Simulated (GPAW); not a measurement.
Runs of GPAW 26.7.0 on WC (Qusongite). The structure is hexagonal, space group P-6m2 (No. 187). Conventional cell: a = 2.907 Å, b = 2.907 Å, c = 2.837 Å, α = 90.00°, β = 90.00°, γ = 120.00°. W (site symmetry -6m2) has 6 C at 2.20 Å as nearest neighbours. C (site symmetry -6m2) has 6 W at 2.20 Å as nearest neighbours. 

```csv
task,level,potentials or basis,spin,cell,k mesh,ranks,optimizer,fmax,max steps,eigensolver,mesh quality,gap on the mesh (eV),pressure (GPa),relaxed volume (Å³/atom)
single point,LDA,"the program's PAW data sets (release 1.2.1) made for this functional, pw","non-collinear, zero start, SOC",as given,4 × 4 × 4,4,-,-,-,-,coarse,none,-,-
relaxation of cell and atoms,PBEsol,"PAW data sets generated in the run's folder for this functional, pw",off,relaxed,7 × 7 × 7,-,LBFGS,0.02 eV/Å,100,-,not flagged,none,0.0,10.28
relaxation of cell and atoms,TASK,"GPAW PAW data sets (gpaw-data 1.2.1), pw",off,relaxed,7 × 7 × 7,-,BFGS,0.02 eV/Å,40,-,not flagged,none,0.0,10.56
relaxation of cell and atoms,revTPSS+D3,"GPAW PAW data sets (gpaw-data 1.2.1), pw",off,relaxed to 5 GPa,7 × 7 × 7,-,FIRE,0.02 eV/Å,40,davidson,not flagged,none,5.0,-
band structure,LDA,"JTH PAW 2.0, LDA, pw",off,as given,7 × 7 × 7,-,-,-,-,-,not flagged,-,(b),-
band structure,LDA,"the program's PAW data sets (release 1.2.1) made for this functional, pw","SOC, no magnetisation",as given,7 × 7 × 7,-,-,-,-,-,not flagged,-,-11.2,-
band structure,SCAN,"GPAW PAW data sets (gpaw-data 1.2.1), pw","SOC, no magnetisation",as given,7 × 7 × 7,-,-,-,-,-,not flagged,-,(a),-
```

Alike in all rows: cutoff (eV) 800; smearing fermi-dirac 0.05 eV.

Question: Estimate the missing entries.

Answer: (a) -2.8; (b) -9.6.

Caveats: some runs use coarse meshes; this program's spin-orbit splittings come out too wide for heavy elements (some runs); later steps reuse the first step's grids (some runs); the PAW data sets were made with another functional, which shifts forces and pressure a little (some runs); spin-orbit coupling was added after a scalar SCF, so levels and gaps hold it while energy, forces, pressure and moments don't (some runs); pairwise dispersion overbinds metals, which lowers pressure and volume (some runs); the program truncates these outside data sets (some runs); spin-orbit coupling is left out, which moves the levels of the heavy elements (some runs).

A k mesh can miss the band edges, and rows without SOC leave out spin-orbit coupling on W.

A gap of «none» marks a metal or a gap under the smearing width.

Runs at the PBE level aren't shown here.
